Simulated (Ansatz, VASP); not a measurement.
# InGaP2 (Ga0.51In0.49P, zinc blende alloy lattice matched to GaAs) in two plane-wave programs, part 2 of 2

One calculation is typed for both programs; each brings its own data sets. How far apart do they land? The cell is invented: As first built, before any earlier steps moved the atoms (in the runner's words): 1x2x2 conventional cells of the GaP type (32 atoms: 16 P, 8 Ga, 8 In); Ga/In share their sites, the best of 600 random draws by like-pair counts in two shells; start lattice by linear mixing of the end members' cells; atoms moved at random by 0.02 A. It may not be a known or stable phase. Of the first pair: The structure shown is the start of the Ansatz relaxation below; VASP solves that cell, so the two are compared at the walk's first step.

VASP 6.6.1 and Ansatz 0.2.0.

So far: Set-up; Ansatz: relaxation, r2SCAN.

## Step 3: VASP: single point, r2SCAN, start cell, pair 1

Level of this step: r2SCAN; plane waves and PAW (P, Ga_d, In_d); invented cell (VASP).

The same cell, functional, mesh and smearing now go to VASP, with its own data sets.

Lines of VASP's logs that name or quote its potential files are left out, and so is its time.

INCAR reads:

```
SYSTEM = InGaP2
PREC = Accurate
ENCUT = 440
EDIFF = 1E-06
NELM = 120
ISMEAR = -1
SIGMA = 0.01
LREAL = Auto
ALGO = Normal
METAGGA = R2SCAN
LASPH = .TRUE.
NBANDS = 168
LORBIT = 11
LWAVE = .FALSE.
LCHARG = .FALSE.
ISIF = 2
ISYM = 0
GGA_COMPAT = .FALSE.
EFERMI = MIDGAP
LMIXTAU = .TRUE.
KPAR = 4
```

POSCAR reads:

```
InGaP2
1.0
    5.6562400000      0.0000100000      0.0001300000
    0.0000200000     11.3112600000      0.0124100000
    0.0002600000      0.0124100000     11.3112500000
P Ga In
16 8 8
Direct
    0.2502545833      0.1395562382      0.3739405967
    0.2367046927      0.3798057703      0.1302027485
    0.7840659644      0.1263833690      0.1238527708
    0.7317223685      0.3665057670      0.3666930303
    0.2367776609      0.1200834502      0.8704678071
    0.2501891453      0.3602887841      0.6267031753
    0.7317639504      0.1333561751      0.6338689288
    0.7840481619      0.3734607519      0.8767522092
    0.2651748019      0.6163898791      0.3667336615
    0.2501580008      0.8763235635      0.1107032648
    0.7317329715      0.6163365604      0.1168090298
    0.7580097998      0.8766978205      0.3735238492
    0.2502821932      0.6235073436      0.8899131163
    0.2650554970      0.8835028195      0.6339441947
    0.7580520827      0.6231499510      0.6270189557
    0.7317144540      0.8835201170      0.8837166885
    0.0001663604      0.0001888989      0.9962380492
    0.0001820836      0.2539502151      0.2500473824
    0.0001944625      0.2458333576      0.7506022042
    0.4986534299      0.0051205324      0.7554666044
    0.4984698175      0.2499532471      0.5003101584
    0.0002278693      0.4996212931      0.0043231005
    0.4986574780      0.4948036819      0.2451183256
    0.4983672753      0.7499598662      0.0003207612
    0.5001796370      0.0047075262      0.2455233998
    0.5012684947      0.2499536455      0.0003476990
    0.0001181801      0.0089141049      0.5052570990
    0.0000039544      0.7449307708      0.2412868081
    0.0001522933      0.4908961066      0.4952863706
    0.0000331446      0.7548386774      0.7593442323
    0.5002782389      0.4951371379      0.7550438998
    0.5003774443      0.7499770966      0.5003273498
```

KPOINTS reads:

```
Points of the shifted mesh
12
Reciprocal
 0.0000000000  0.2500000000  0.2500000000 1
 0.0000000000  0.2500000000  0.7500000000 1
 0.0000000000  0.7500000000  0.2500000000 1
 0.0000000000  0.7500000000  0.7500000000 1
 0.3333333333  0.2500000000  0.2500000000 1
 0.3333333333  0.2500000000  0.7500000000 1
 0.3333333333  0.7500000000  0.2500000000 1
 0.3333333333  0.7500000000  0.7500000000 1
 0.6666666667  0.2500000000  0.2500000000 1
 0.6666666667  0.2500000000  0.7500000000 1
 0.6666666667  0.7500000000  0.2500000000 1
 0.6666666667  0.7500000000  0.7500000000 1
```

PAW data sets: P, Ga_d and In_d (PBE family, release 64).

Launch:

```sh
$ mpirun -np 4 vasp_std
```

Numbers of over 12 decimals in the logs are rounded to 6 here.

The log of the run:

```text
[banner, memory and clock lines left out]
running    4 mpi-ranks, on    1 nodes
[...]
|                                                                             |
|               ----> ADVICE to this user running VASP <----                  |
|                                                                             |
|     You enforced a specific xc type in the INCAR file but a different       |
|     [... a line on the potential file left out ...]
|     I HOPE YOU KNOW WHAT YOU ARE DOING!                                     |
|                                                                             |

|                                                                             |
|           W    W    AA    RRRRR   N    N  II  N    N   GGGG   !!!           |
|           W    W   A  A   R    R  NN   N  II  NN   N  G    G  !!!           |
|           W    W  A    A  R    R  N N  N  II  N N  N  G       !!!           |
|           W WW W  AAAAAA  RRRRR   N  N N  II  N  N N  G  GGG   !            |
[...]
|                                                                             |
|     Suggested SOLUTIONS:                                                    |
|      ) Refine the lattice parameters of your structure,                     |
|      ) and/or try changing SYMPREC.                                         |
|                                                                             |

 LDA part: xc-table for (None), standard interpolation
 POSCAR, INCAR and KPOINTS ok, starting setup
[...]
entering main loop
       N       E                     dE             d eps       ncg     rms          rms(c)
DAV:   1     0.321360653769E+04    0.32136E+04   -0.11033E+05  4144   0.210E+03
DAV:   2     0.382196465278E+03   -0.28314E+04   -0.27548E+04  4056   0.630E+02
DAV:   3    -0.369671114945E+03   -0.75187E+03   -0.70707E+03  4672   0.266E+02
DAV:   4    -0.469477187431E+03   -0.99806E+02   -0.96843E+02  5000   0.875E+01
[...]
DAV:  21    -0.429392505558E+03   -0.36164E-04   -0.10991E-05  4376   0.209E-02    0.126E-02
DAV:  22    -0.429392509446E+03   -0.38888E-05   -0.69015E-06  4128   0.132E-02    0.763E-03
DAV:  23    -0.429392509519E+03   -0.73051E-07   -0.15085E-06  2504   0.599E-03
   1 F= -.42939251E+03 E0= -.42939251E+03  d E =0.000000E+00
```

OUTCAR, selected parts (step 3):

```text
  Total        3.5934195      3.6631924      3.6639152     -0.0019647      0.0671127     -0.0112010
  in kB        7.9555390      8.1100105      8.1116109     -0.0043496      0.1485820     -0.0247981
  external PRESSURE =       8.0590534 kB  Pullay stress =       0.0000000 kB

 POSITION                                       TOTAL-FORCE (eV/Angst)
 -----------------------------------------------------------------------------------
      1.41560      1.58320      4.23150        -0.001669      0.025721      0.004192
      1.33890      4.29770      1.47750        -0.012879      0.014970      0.016387
      4.43490      1.43110      1.40260         0.029671     -0.002345      0.001808
      4.13890      4.15020      4.15240        -0.000442     -0.006439     -0.009905
      1.33950      1.36910      9.84760        -0.013136     -0.019309     -0.016504
      1.41530      4.08310      7.09330        -0.000780     -0.026928     -0.005643
      4.13920      1.51630      7.17160        -0.000270      0.007156      0.012236
      4.43500      4.23520      9.92190         0.030913      0.000886     -0.001567
      1.50000      6.97670      4.15590         0.017511     -0.023022     -0.023130
      1.41500      9.91370      1.26310        -0.002121     -0.006230     -0.026138
      4.13890      6.97300      1.32900        -0.000244     -0.009633     -0.004600
      4.28760      9.92120      4.23600        -0.001934      0.000295      0.001212
      1.41590      7.06370     10.07380        -0.002128      0.005972      0.028792
      1.49940     10.00140      7.18170         0.019580      0.022250      0.020570
[...]
-----------------------------------------------------------------------------------
    total drift:                               -0.001783     -0.002320     -0.017334

  FREE ENERGIE OF THE ION-ELECTRON SYSTEM (eV)
  ---------------------------------------------------
  free  energy   TOTEN  =      -429.3925095194 eV

  energy  without entropy=     -429.3925095194  energy(sigma->0) =     -429.39250952

[... 3 further parts left out ...]
[key lines of the parts left out:]
E-fermi :   5.8129
```

The run ends at a pressure of 0.81 GPa, with forces up to 0.037 eV/Å.

## Step 4: Side by side

Known differences besides the potentials themselves: VASP keeps PBE cores, Ansatz makes them for the functional; the cutoff is 500 eV in Ansatz and 440 eV in VASP (PREC = Accurate, projectors in real space). Total energies have different zeros and are not compared.

At this near-relaxed geometry the largest component of a force difference is 12 meV/Å.

## Step 5: Ansatz: relaxation, r2SCAN

This run makes the geometry at which the two programs are then compared. The cell compared in this pair holds 731.87 Å³, against 723.68 Å³ for the pair before.

The structure compared here is the end of the Ansatz relaxation.

input.yaml reads:

```yaml
crystal:
  lattice:
    - [5.65624, 1.0e-05, 0.00013]
    - [2.0e-05, 11.31126, 0.01241]
    - [0.00026, 0.01241, 11.31125]
  atoms:
    - { symbol: P, position: [0.25025, 0.13956, 0.37394] }
    - { symbol: P, position: [0.2367, 0.37981, 0.1302] }
    - { symbol: P, position: [0.78406, 0.12638, 0.12385] }
    - { symbol: P, position: [0.73173, 0.36651, 0.36669] }
    - { symbol: P, position: [0.23677, 0.12008, 0.87047] }
    - { symbol: P, position: [0.25019, 0.36029, 0.6267] }
    - { symbol: P, position: [0.73177, 0.13336, 0.63387] }
    - { symbol: P, position: [0.78404, 0.37346, 0.87675] }
    - { symbol: P, position: [0.26517, 0.61639, 0.36673] }
    - { symbol: P, position: [0.25015, 0.87632, 0.1107] }
    - { symbol: P, position: [0.73173, 0.61634, 0.11681] }
    - { symbol: P, position: [0.75801, 0.8767, 0.37352] }
    - { symbol: P, position: [0.25029, 0.62351, 0.88991] }
    - { symbol: P, position: [0.26506, 0.8835, 0.63394] }
    - { symbol: P, position: [0.75805, 0.62315, 0.62702] }
    - { symbol: P, position: [0.73172, 0.88352, 0.88372] }
    - { symbol: Ga, position: [0.00016, 0.00019, 0.99624] }
    - { symbol: Ga, position: [0.00018, 0.25395, 0.25005] }
    - { symbol: Ga, position: [0.00019, 0.24583, 0.7506] }
    - { symbol: Ga, position: [0.49865, 0.00512, 0.75547] }
    - { symbol: Ga, position: [0.49847, 0.24995, 0.50031] }
    - { symbol: Ga, position: [0.00022, 0.49962, 0.00432] }
    - { symbol: Ga, position: [0.49866, 0.4948, 0.24512] }
    - { symbol: Ga, position: [0.49837, 0.74996, 0.00032] }
    - { symbol: In, position: [0.50018, 0.00471, 0.24552] }
    - { symbol: In, position: [0.50126, 0.24995, 0.00035] }
    - { symbol: In, position: [0.00011, 0.00891, 0.50526] }
    - { symbol: In, position: [0.0, 0.74493, 0.24129] }
    - { symbol: In, position: [0.00016, 0.4909, 0.49529] }
    - { symbol: In, position: [3.0e-05, 0.75484, 0.75934] }
    - { symbol: In, position: [0.50027, 0.49514, 0.75504] }
    - { symbol: In, position: [0.50037, 0.74998, 0.50033] }
kpoints:
  mp_grid: { grid: [3, 2, 2], shift: [0.0, 0.5, 0.5] }
hamiltonian:
  xc: r2scan
scf:
  occupations: { method: fermi_dirac, width: 0.01 }
output:
  forces: true
  stress: true
relax:
  f_tol: 0.02
  max_steps: 45
  cell: { stress_tol: 0.1 }
```

Launch:

```sh
$ ansatz run input.yaml --threads 8 --pin off --max-ram 15360MiB --backend cpu --events-out ev --progress --plain --runs-dir out
```

The log of the run:

```text
[...]
Crystal: 32 atoms, lattice volume = 723.684 Å³
Basis set: ecut = 500 eV, 18395 PW (Γ), exchange–correlation on 180×360×360 points (64 copies of the dense FFT grid, shifted against one another)
Bands: 176, of which v1, the nominal top of the filled ones, is band 144 counted from 1 (143 counted from 0)
Symmetry: 1 space group operations
[...]
- { symbol: In, position: [0.501563, 0.249930, 0.00030372] }
    - { symbol: In, position: [-2.3653886011766007e-6, 0.00899885, 0.505291] }
    - { symbol: In, position: [-7.120034410235306e-6, 0.744933, 0.241230] }
    - { symbol: In, position: [-2.7735805743859646e-6, 0.490852, 0.495310] }
    - { symbol: In, position: [-7.643204019690388e-6, 0.754915, 0.759378] }
    - { symbol: In, position: [0.500464, 0.495150, 0.755078] }
    - { symbol: In, position: [0.500352, 0.749930, 0.500304] }
[key lines of the parts left out:]
SCF converged after 5 iterations
Free energy (F): -87377.102151 eV
Fermi energy:    7.748708 eV
P = ⅓ Tr σ = 0.0024 GPa (0.024 kbar)
```

## Step 6: VASP: single point, r2SCAN, relaxed cell, pair 2

The same cell, functional, mesh and smearing now go to VASP, with its own data sets.

INCAR, as its differences from that of step 3:

```diff
@@ -2,3 +2,3 @@
 PREC = Accurate
-ENCUT = 440
+ENCUT = 550
 EDIFF = 1E-06
```

POSCAR reads:

```
InGaP2
1.0
    5.6769960000      0.0000010000      0.0000110000
    0.0000010000     11.3542380000      0.0147050000
    0.0000220000      0.0147050000     11.3542320000
P Ga In
16 8 8
Direct
    0.2501775000      0.1397200000      0.3738950000
    0.2365950000      0.3798925000      0.1302625000
    0.7845650000      0.1263525000      0.1238675000
    0.7317050000      0.3663900000      0.3665950000
    0.2365950000      0.1199575000      0.8703275000
    0.2501775000      0.3601300000      0.6266950000
    0.7317050000      0.1334600000      0.6339950000
    0.7845650000      0.3734975000      0.8767225000
    0.2653500000      0.6161900000      0.3665600000
    0.2501775000      0.8763250000      0.1105000000
    0.7317050000      0.6162250000      0.1167600000
    0.7580550000      0.8766450000      0.3735750000
    0.2501775000      0.6235250000      0.8900900000
    0.2653500000      0.8836600000      0.6340300000
    0.7580550000      0.6232050000      0.6270150000
    0.7317050000      0.8836250000      0.8838300000
    0.0002450000      0.0002700000      0.9962575000
    0.0002450000      0.2539625000      0.2499500000
    0.0002450000      0.2458875000      0.7506400000
    0.4983200000      0.0051250000      0.7554950000
    0.4979400000      0.2499250000      0.5002950000
    0.0002450000      0.4995800000      0.0043325000
    0.4983200000      0.4947250000      0.2450950000
    0.4979400000      0.7499250000      0.0002950000
    0.5004600000      0.0047050000      0.2455150000
    0.5015600000      0.2499250000      0.0002950000
    0.9999950000      0.0090000000      0.5052850000
    0.9999950000      0.7449350000      0.2412200000
    0.9999950000      0.4908500000      0.4953050000
    0.9999950000      0.7549150000      0.7593700000
    0.5004600000      0.4951450000      0.7550750000
    0.5003500000      0.7499250000      0.5002950000
```

KPOINTS is that of step 3.

Launch:

```sh
$ mpirun -np 4 vasp_std
```

The log of the run:

```text
[banner, memory and clock lines left out]
running    4 mpi-ranks, on    1 nodes
[...]
[... a notice as in an earlier step ...]

 LDA part: xc-table for (None), standard interpolation
 POSCAR, INCAR and KPOINTS ok, starting setup
[...]
entering main loop
       N       E                     dE             d eps       ncg     rms          rms(c)
DAV:   1     0.357615692871E+04    0.35762E+04   -0.12415E+05  4144   0.242E+03
DAV:   2     0.510833214724E+03   -0.30653E+04   -0.29724E+04  4032   0.719E+02
DAV:   3    -0.347284780583E+03   -0.85812E+03   -0.80780E+03  4680   0.293E+02
DAV:   4    -0.468228264110E+03   -0.12094E+03   -0.11732E+03  4984   0.998E+01
[...]
DAV:  21    -0.429424349513E+03   -0.52108E-04   -0.47381E-05  4464   0.329E-02    0.225E-02
DAV:  22    -0.429424346367E+03    0.31465E-05   -0.10676E-05  4904   0.123E-02    0.190E-02
DAV:  23    -0.429424346888E+03   -0.52189E-06   -0.10968E-06  2512   0.492E-03
   1 F= -.42942435E+03 E0= -.42942435E+03  d E =0.000000E+00
```

OUTCAR, selected parts (step 6):

```text
  Total       -0.2787262     -0.3021188     -0.2921302     -0.0015593     -0.0092681      0.0075764
  in kB       -0.6101754     -0.6613857     -0.6395190     -0.0034136     -0.0202894      0.0165858
  external PRESSURE =      -0.6370267 kB  Pullay stress =       0.0000000 kB

 POSITION                                       TOTAL-FORCE (eV/Angst)
 -----------------------------------------------------------------------------------
      1.42027      1.59191      4.24735         0.001903     -0.008091     -0.001674
      1.34315      4.31531      1.48462         0.004579     -0.003331     -0.004310
      4.45398      1.43646      1.40829        -0.006877     -0.001370     -0.001428
      4.15389      4.16547      4.16780         0.005474      0.004361      0.002113
      1.34317      1.37482      9.88367         0.005143      0.004105      0.001748
      1.42027      4.09822      7.12094         0.001787      0.009013      0.001374
      4.15390      1.52466      7.20050         0.006203     -0.003461     -0.005217
      4.45399      4.25367      9.96001        -0.006799      0.001049      0.000478
      1.50640      7.00176      4.17107        -0.003479      0.002932      0.001902
      1.42026      9.95163      1.26753         0.001044      0.002525      0.006362
      4.15389      6.99848      1.33479         0.008056      0.004552      0.003463
      4.30348      9.95913      4.25456        -0.000589      0.000927     -0.000803
      1.42028      7.09274     10.11546         0.002183      0.000021     -0.008288
      1.50641     10.04261      7.21192        -0.003771     -0.003010     -0.003719
[...]
-----------------------------------------------------------------------------------
    total drift:                               -0.060387     -0.002356      0.026848

  FREE ENERGIE OF THE ION-ELECTRON SYSTEM (eV)
  ---------------------------------------------------
  free  energy   TOTEN  =      -429.4243468884 eV

  energy  without entropy=     -429.4243468884  energy(sigma->0) =     -429.42434689

[... 1 part as in an earlier step ...]

[... 2 further parts left out ...]
[key lines of the parts left out:]
E-fermi :   5.6811
```

The run ends at a pressure of -0.06 GPa, with forces up to 0.024 eV/Å.

## Step 7: Differences

What differs besides the data sets and the points named for the pairs above, as far as they apply: the cutoff is 500 eV in Ansatz and 550 eV in VASP (PREC = Accurate, projectors in real space); Ansatz's pressure holds a Pulay correction, VASP's none. Total energies have different zeros and are not compared.

The two programs side by side:

| quantity | Ansatz | VASP | difference |
| --- | --- | --- | --- |
| pressure (GPa) | 0.00 | -0.06 | +0.07 |
| gap on the k mesh (eV) | 1.987 | 1.987 | 0.000 |

At this near-relaxed geometry the largest component of a force difference is 22 meV/Å. A gap on the mesh is an upper bound, since the band edges may lie between its points.

## Step 8: Summary of results

| Property | Result |
| --- | --- |
| r.m.s. force difference (single point, r2SCAN, start cell, pair 1) | 4.7 meV/Å |
| difference in gap on the k mesh (single point, r2SCAN, relaxed cell, pair 2) | -1.8e-4 eV |
| r.m.s. force difference (single point, r2SCAN, relaxed cell, pair 2) | 6.6 meV/Å |

The r.m.s. force difference is 6.6 meV/Å (single point, r2SCAN, relaxed cell, pair 2), within the 12 meV/Å picked in this series as the mark of a large difference. Such differences can come from data sets, numerical settings and the points named under the comparisons, not from the functional's error against experiment.

[Lines on the potential files, build, host, timing and source positions are cut from VASP's logs without a mark.]

[Logs are printed without paths, hosts, clocks, repeated set-up lines and the standing remarks that a program may print on its own settings, such as how far it seeks lower states.]

[Hosts, paths, dates, database ids (printed as entryN), source tags and the programs' standing remarks are cut or masked in the printed files.]
